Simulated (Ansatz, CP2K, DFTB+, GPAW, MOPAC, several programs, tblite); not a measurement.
**Many methods on one cell: SnO (wurtzite)**

SnO (wurtzite) (no longer in that coordination), relaxed with r2SCAN in Ansatz, was computed with several methods. It is hexagonal, P6_3mc (No. 186); a = 3.298 Å, c = 9.216 Å in the conventional setting, 21.71 Å³ an atom. Sn has 3 O at 2.16 Å; O has 3 Sn at 2.16 Å. Computed, not measured; no magnetism was allowed, and whether the structure is a known phase isn't checked.

```cif
data_structure
_symmetry_space_group_name_H-M 'P 1'
_symmetry_Int_Tables_number 1
_cell_length_a 3.2982
_cell_length_b 3.2982
_cell_length_c 9.2164
_cell_angle_alpha 90.000
_cell_angle_beta 90.000
_cell_angle_gamma 120.000
_cell_volume 86.82
loop_
_atom_site_label
_atom_site_type_symbol
_atom_site_fract_x
_atom_site_fract_y
_atom_site_fract_z
_atom_site_occupancy
Sn1 Sn 0.33333 0.66667 0.99336 1
Sn2 Sn 0.66667 0.33333 0.49336 1
O1 O 0.33333 0.66667 0.38164 1
O2 O 0.66667 0.33333 0.88164 1
```

Gaps and times are for a single point on this cell; volume and bulk modulus come from each method's own relaxation or energy curve at fixed shape, which is too stiff where a cell has free coordinates or axes. Times are rough, from shared hosts (AMD EPYC 7B13), and each method has its own mesh and cell size. A double dagger marks a value from a curve with shape and coordinates held. A star marks a curve whose lowest point is an end point. PM6 (MOPAC), PM7 (MOPAC), GFN1-xTB (tblite), GFN2-xTB (tblite) treat a cluster of cells at its zone centre, which samples few k points: where these miss a band edge, the gap comes out too large for that reason alone. Gaps from k meshes are read at a limited set of points (mesh, symmetry points, PBE's band edges), so each method's own least gap may be somewhat smaller. xTB and the PM methods were fitted mostly to molecules, and can miss a solid's gap by electronvolts. Minimal bases can be far off for gaps. Curves at held shape can't give the bulk modulus of a layered or molecular crystal, so none is listed. GLLB-SC's gap includes the derivative discontinuity. d marks a direct gap, i an indirect one (no mark: not told apart), a dash a value that wasn't computed or didn't pass its checks.

```json
{"method": "PM7 (MOPAC)", "kind": "semi-empirical", "gap (eV)": "6.78", "own volume (Å³/atom)": "–", "bulk modulus (GPa)": "–", "atoms computed": "36", "processor time": "1.3 s"}
{"method": "PM6 (MOPAC)", "kind": "semi-empirical", "gap (eV)": "5.58", "own volume (Å³/atom)": "–", "bulk modulus (GPa)": "–", "atoms computed": "36", "processor time": "1.3 s"}
{"method": "GFN1-xTB (tblite)", "kind": "tight binding", "gap (eV)": "3.70", "own volume (Å³/atom)": "20.52‡", "bulk modulus (GPa)": "–", "atoms computed": "36", "processor time": "1.3 s"}
{"method": "GFN1-xTB (DFTB+)", "kind": "tight binding", "gap (eV)": "3.25 i", "own volume (Å³/atom)": "–", "bulk modulus (GPa)": "–", "atoms computed": "4", "processor time": "1.4 s"}
{"method": "light PBE (260 eV and a coarse mesh)", "kind": "light plane-wave", "gap (eV)": "1.38 i", "own volume (Å³/atom)": "–", "bulk modulus (GPa)": "–", "atoms computed": "4", "processor time": "1.6 s"}
{"method": "GFN2-xTB (tblite)", "kind": "tight binding", "gap (eV)": "2.82", "own volume (Å³/atom)": "23.79*‡", "bulk modulus (GPa)": "–", "atoms computed": "36", "processor time": "3.3 s"}
{"method": "PBE", "kind": "semilocal", "gap (eV)": "1.39 i", "own volume (Å³/atom)": "22.48", "bulk modulus (GPa)": "–", "atoms computed": "4", "processor time": "8.7 s"}
{"method": "PBE/single zeta (GPAW)", "kind": "small basis", "gap (eV)": "1.40 i", "own volume (Å³/atom)": "–", "bulk modulus (GPa)": "–", "atoms computed": "4", "processor time": "18 s"}
{"method": "PBE/SZV (CP2K)", "kind": "small basis", "gap (eV)": "1.37 i", "own volume (Å³/atom)": "–", "bulk modulus (GPa)": "–", "atoms computed": "4", "processor time": "19 s"}
{"method": "r2SCAN", "kind": "semilocal", "gap (eV)": "1.60 i", "own volume (Å³/atom)": "21.71", "bulk modulus (GPa)": "–", "atoms computed": "4", "processor time": "20 s"}
{"method": "GLLB-SC (GPAW)", "kind": "model potential", "gap (eV)": "2.31", "own volume (Å³/atom)": "–", "bulk modulus (GPa)": "–", "atoms computed": "4", "processor time": "31 s"}
{"method": "PBE/DZVP (CP2K)", "kind": "small basis", "gap (eV)": "1.33 i", "own volume (Å³/atom)": "23.71*‡", "bulk modulus (GPa)": "–", "atoms computed": "4", "processor time": "33 s"}
```

Against r2SCAN (1.60 eV) and with closed or daggered gaps left aside, the nearest gap at the points sampled is that of PBE/single zeta (GPAW) (-0.20 eV) and the farthest that of PM7 (MOPAC) (+5.18 eV). r2SCAN is only a yardstick of convenience: semilocal gaps usually lie below measured ones, which GLLB-SC and hybrids aim to mend.

Volumes against r2SCAN's: PBE +3.6 %.

No spin-orbit coupling is included; it can move band edges with weight on the heavy atoms by tenths of an eV.
